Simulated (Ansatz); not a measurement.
# Ta(100) with 4 layers of random Ta-Os, 2x2: scattering by chemical disorder, part 2 of 2

Wanted: resistance against the alloy's length, first Ta(100) with 4 layers of random Ta-Os, 2x2.

Ansatz 0.2.0; Ansatz plane-wave DFT, PBE, PAW files; ballistic transport by layer matching (Landauer), zero bias; PAW set soft_1.

So far. Step 3 (With 8 alloy layers): Over the solved energies the transmission per spin lies between 5.19 and 5.50, out of 10.2 channels of the lead on average (up to 10.4).

### Step 4. With 12 alloy layers

In 12 layers a share of 0.125 of the sites is given to Os at random. A fresh draw is used; the growth of the resistance with length is what counts.

System of this step: Ta(100) with 12 layers of random Ta-Os, 2x2. The cell holds 88 atoms: 82 Ta and 6 Os. Its edges and angles: a = 6.605 Å, b = 6.605 Å, c = 36.328 Å, α = 90.0°, β = 90.0°, γ = 90.0°. It derives from Ta. Regions: lead, 40 atoms (40 Ta); scattering region, 48 atoms (42 Ta and 6 Os). The structure is stacked along c, and the current runs across the ab planes.

input.yaml

```yaml
crystal:
  lattice:
    - [6.60512, 0.0, 0.0]
    - [0.0, 6.60512, 0.0]
    - [0.0, 0.0, 36.32816]
  atoms:
    - { symbol: Ta, position: [0.0, 0.0, 0.0227272727] }
    - { symbol: Ta, position: [0.0, 0.5, 0.0227272727] }
    - { symbol: Ta, position: [0.5, 0.0, 0.0227272727] }
    - { symbol: Ta, position: [0.5, 0.5, 0.0227272727] }
    - { symbol: Ta, position: [0.25, 0.25, 0.0681818182] }
    - { symbol: Ta, position: [0.25, 0.75, 0.0681818182] }
    - { symbol: Ta, position: [0.75, 0.25, 0.0681818182] }
    - { symbol: Ta, position: [0.75, 0.75, 0.0681818182] }
    - { symbol: Ta, position: [0.0, 0.0, 0.1136363636] }
    - { symbol: Ta, position: [0.0, 0.5, 0.1136363636] }
    - { symbol: Ta, position: [0.5, 0.0, 0.1136363636] }
    - { symbol: Ta, position: [0.5, 0.5, 0.1136363636] }
    - { symbol: Ta, position: [0.25, 0.25, 0.1590909091] }
    - { symbol: Ta, position: [0.25, 0.75, 0.1590909091] }
    - { symbol: Ta, position: [0.75, 0.25, 0.1590909091] }
    - { symbol: Ta, position: [0.75, 0.75, 0.1590909091] }
    - { symbol: Ta, position: [0.0, 0.0, 0.2045454545] }
    - { symbol: Ta, position: [0.0, 0.5, 0.2045454545] }
    - { symbol: Ta, position: [0.5, 0.0, 0.2045454545] }
    - { symbol: Ta, position: [0.5, 0.5, 0.2045454545] }
    - { symbol: Ta, position: [0.25, 0.25, 0.25] }
    - { symbol: Ta, position: [0.25, 0.75, 0.25] }
    - { symbol: Ta, position: [0.75, 0.25, 0.25] }
    - { symbol: Ta, position: [0.75, 0.75, 0.25] }
    - { symbol: Ta, position: [0.0, 0.0, 0.2954545455] }
    - { symbol: Ta, position: [0.0, 0.5, 0.2954545455] }
    - { symbol: Ta, position: [0.5, 0.0, 0.2954545455] }
    - { symbol: Ta, position: [0.5, 0.5, 0.2954545455] }
    - { symbol: Ta, position: [0.25, 0.25, 0.3409090909] }
    - { symbol: Ta, position: [0.25, 0.75, 0.3409090909] }
    - { symbol: Ta, position: [0.75, 0.25, 0.3409090909] }
    - { symbol: Ta, position: [0.75, 0.75, 0.3409090909] }
    - { symbol: Ta, position: [0.0, 0.0, 0.3863636364] }
    - { symbol: Os, position: [0.0, 0.5, 0.3863636364] }
    - { symbol: Ta, position: [0.5, 0.0, 0.3863636364] }
    - { symbol: Ta, position: [0.5, 0.5, 0.3863636364] }
    - { symbol: Ta, position: [0.25, 0.25, 0.4318181818] }
    - { symbol: Ta, position: [0.25, 0.75, 0.4318181818] }
    - { symbol: Ta, position: [0.75, 0.25, 0.4318181818] }
    - { symbol: Os, position: [0.75, 0.75, 0.4318181818] }
    - { symbol: Ta, position: [0.0, 0.0, 0.4772727273] }
    - { symbol: Ta, position: [0.0, 0.5, 0.4772727273] }
    - { symbol: Os, position: [0.5, 0.0, 0.4772727273] }
    - { symbol: Ta, position: [0.5, 0.5, 0.4772727273] }
    - { symbol: Ta, position: [0.25, 0.25, 0.5227272727] }
    - { symbol: Os, position: [0.25, 0.75, 0.5227272727] }
    - { symbol: Ta, position: [0.75, 0.25, 0.5227272727] }
    - { symbol: Ta, position: [0.75, 0.75, 0.5227272727] }
    - { symbol: Ta, position: [0.0, 0.0, 0.5681818182] }
    - { symbol: Ta, position: [0.0, 0.5, 0.5681818182] }
    - { symbol: Os, position: [0.5, 0.0, 0.5681818182] }
    - { symbol: Ta, position: [0.5, 0.5, 0.5681818182] }
    - { symbol: Ta, position: [0.25, 0.25, 0.6136363636] }
    - { symbol: Ta, position: [0.25, 0.75, 0.6136363636] }
    - { symbol: Ta, position: [0.75, 0.25, 0.6136363636] }
    - { symbol: Ta, position: [0.75, 0.75, 0.6136363636] }
    - { symbol: Ta, position: [0.0, 0.0, 0.6590909091] }
    - { symbol: Os, position: [0.0, 0.5, 0.6590909091] }
    - { symbol: Ta, position: [0.5, 0.0, 0.6590909091] }
    - { symbol: Ta, position: [0.5, 0.5, 0.6590909091] }
    - { symbol: Ta, position: [0.25, 0.25, 0.7045454545] }
    - { symbol: Ta, position: [0.25, 0.75, 0.7045454545] }
    - { symbol: Ta, position: [0.75, 0.25, 0.7045454545] }
    - { symbol: Ta, position: [0.75, 0.75, 0.7045454545] }
    - { symbol: Ta, position: [0.0, 0.0, 0.75] }
    - { symbol: Ta, position: [0.0, 0.5, 0.75] }
    - { symbol: Ta, position: [0.5, 0.0, 0.75] }
    - { symbol: Ta, position: [0.5, 0.5, 0.75] }
    - { symbol: Ta, position: [0.25, 0.25, 0.7954545455] }
    - { symbol: Ta, position: [0.25, 0.75, 0.7954545455] }
    - { symbol: Ta, position: [0.75, 0.25, 0.7954545455] }
    - { symbol: Ta, position: [0.75, 0.75, 0.7954545455] }
    - { symbol: Ta, position: [0.0, 0.0, 0.8409090909] }
    - { symbol: Ta, position: [0.0, 0.5, 0.8409090909] }
    - { symbol: Ta, position: [0.5, 0.0, 0.8409090909] }
    - { symbol: Ta, position: [0.5, 0.5, 0.8409090909] }
    - { symbol: Ta, position: [0.25, 0.25, 0.8863636364] }
    - { symbol: Ta, position: [0.25, 0.75, 0.8863636364] }
    - { symbol: Ta, position: [0.75, 0.25, 0.8863636364] }
    - { symbol: Ta, position: [0.75, 0.75, 0.8863636364] }
    - { symbol: Ta, position: [0.0, 0.0, 0.9318181818] }
    - { symbol: Ta, position: [0.0, 0.5, 0.9318181818] }
    - { symbol: Ta, position: [0.5, 0.0, 0.9318181818] }
    - { symbol: Ta, position: [0.5, 0.5, 0.9318181818] }
    - { symbol: Ta, position: [0.25, 0.25, 0.9772727273] }
    - { symbol: Ta, position: [0.25, 0.75, 0.9772727273] }
    - { symbol: Ta, position: [0.75, 0.25, 0.9772727273] }
    - { symbol: Ta, position: [0.75, 0.75, 0.9772727273] }
kpoints:
  mp_grid: { grid: [4, 4, 1] }
hamiltonian:
  xc: pbe
  pseudopotentials: { kind: paw, azcp: { folder: soft_1 } }
scf:
  occupations: { method: fermi_dirac, width: 0.1 }
output:
  transmission: { leads: [[0, 4]], kmesh: [8, 8], e_range: [-0.05, 0.05], de: 0.05 }
  write_potential: true
  write_density: true
  volumetric_format: npy
```

The run is started by

```bash
$ ansatz run input.yaml --threads 4 --pin off --max-ram 15360MiB --backend cpu --events-out ev --progress --plain --runs-dir out
```

Numbers of over 12 decimals in the logs are rounded to 6 here.

What it wrote:

```text
[...]
Crystal: 88 atoms, lattice volume = 1584.911 Å³
Basis set: ecut = 420 eV, 30897 PW (Γ)
Bands: 698, of which v1, the nominal top of the filled ones, is band 581 counted from 1 (580 counted from 0)
Symmetry: 1 space group operations
[...]
k-points: 10 of 16 (time reversal used)
[...]
SCF iter   1: F=—  HF=-882935.119213 eV  |F-HF|=—  |Δ(HF+E_count)|=         —  Δρ=1.26e-1  dr2=5.08e3  ethr=3.10e-3  ⟨swp⟩=6.6  Hψ=24199  notcnv=0  defer=37
[...]
SCF iter  11: F=-882846.793631 eV  HF=-882846.793631 eV  |F-HF|=2.10e-9  |Δ(HF+E_count)|=   1.16e-9  Δρ=1.90e-7  dr2=2.18e-9  ethr=3.91e-12  ⟨swp⟩=1.0  Hψ=16485  notcnv=0
SCF 1 converged in 11 iterations: F = -882846.793631 eV  dr2 = 2.18e-9
[...]
transmission: 228 of 2278 steps passed
transmission: 456 of 2278 steps passed
[...]
transmission: 2278 of 2278 steps passed
SCF converged after 11 iterations
Free energy (F): -882846.793631 eV
[...]
Internal energy: -882843.528053 eV  (E = F + TS)
E sigma→0 (E₀):  -882845.160842 eV
Entropy (-TS):   -3.265577 eV (-37.109 meV/atom)
Fermi energy:    18.600743 eV
[...]
--- Band table (eV; the first three rows and the last of 10) ---
  k-point 0: bands = [... 577 lower, 19.2405, 19.2428, 19.2443, 19.2517, 19.2534, 19.2561, 19.2690, 19.2822, ... 113 higher]
  k-point 1: bands = [... 577 lower, 18.8517, 18.8973, 18.9062, 18.9137, 18.9324, 18.9566, 18.9674, 18.9805, ... 113 higher]
  k-point 2: bands = [... 577 lower, 18.4617, 18.4945, 18.5117, 18.5194, 18.5270, 18.5569, 18.5809, 18.5843, ... 113 higher]
  k-point 9: bands = [... 577 lower, 17.9025, 17.9236, 17.9278, 17.9651, 17.9811, 17.9950, 17.9950, 18.0045, ... 113 higher]
--- Transmission ---
  basis      : 377 plane waves across, 67 finite elements along
  points     : 34, standing for a mesh of 8 x 8
[...]
channels       : 1.048438e1 a spin
[...]
junction   : crystal 0 to crystal 0, 0.95 to 35.63 Å
    transmission   : 4.199465e0 a spin
[...]
```

It took 40 min on 4 threads of Arm Neoverse V1, shared host; peak memory 8.9 GiB.

This step gave:

- free energy: -882846.7936 eV
- energy at zero smearing: -882845.1608 eV
- Fermi energy: 18.60 eV
- transmission per spin nearest the Fermi level: 4.199
- open channels per spin nearest the Fermi level: 10.48
- step of the lead's potential: 0.8 meV

Per spin. The transmission, zone mean by energy, zero at the Fermi level:

```csv
energy (eV),"transmission, zone mean"
-0.0500,4.29
0.0000,4.20
0.0500,4.06
```

Over the solved energies the transmission per spin lies between 4.06 and 4.29, out of 10.2 channels of the lead on average (up to 10.5).

### Step 5. Resistance against length

This step: Ansatz plane-wave DFT, PBE, PAW files; ballistic transport by layer matching (Landauer), zero bias; residual resistivity from the slope of the area resistance, atoms on the host's lattice; PAW set soft_1 (Ansatz 0.2.0).

This step gave:

| Property | Result |
| --- | --- |
| resistivity | 38.39 µΩ cm |
| intercept | 0.01946 fΩ m² |
| scatter about the fit | 0.01964 fΩ m² |

Resistance, by row:

```csv
run,length (Å),T,channels N,RA (fΩ m²)
n4,6.605,6.718,10.21,0.2869
n8,13.21,5.356,10.19,0.4988
n12,19.82,4.186,10.21,0.794
```

Table of area resistance by length of the alloy:

```csv
length of the alloy (Å),area resistance (fΩ m²)
6.61,0.287
13.21,0.499
19.82,0.794
```

The area resistance goes from 0.29 to 0.79 fΩ m² between 6.6 and 19.8 Å, a slope of 38 µΩ cm.

By hand from the end points: (0.7940 − 0.2869) fΩ m² / (19.82 − 6.61) Å = 38 µΩ cm, since 1 fΩ m² per Å is 1000 µΩ cm.

### Step 6. What came out

| Quantity | Value |
| --- | --- |
| resistivity from the slope | 38.4 µΩ cm |
| area resistance over 6.61 Å | 0.287 fΩ m² |
| area resistance over 13.2 Å | 0.499 fΩ m² |
| area resistance over 19.8 Å | 0.794 fΩ m² |

What this shows: The slope gives 38 µΩ cm. The points scatter by 0.020 fΩ m² about the line, with one random draw a length in a 2x2 cell, so the slope is a rough value. Read with a model of isotropic scattering on a spherical Fermi surface and the lead's 1.8×10¹⁵ S/m², this slope means a mean free path near 11 Å; over these lengths the model's slope is within 3 % of its bulk resistivity. The draw over the shortest length came out nearly ordered, with 32 symmetry operations, so that point is a poor sample of a random alloy. The atoms sit on the host's lattice, so scattering by size misfit is left out. Spin-orbit coupling is left out, which matters for Os and Ta.

[Logs are printed without paths, hosts, clocks, repeated set-up lines and the standing remarks that a program may print on its own settings, such as how far it seeks lower states.]

[Hosts, paths, dates, database ids (printed as entryN), source tags and the programs' standing remarks are cut or masked in the printed files.]
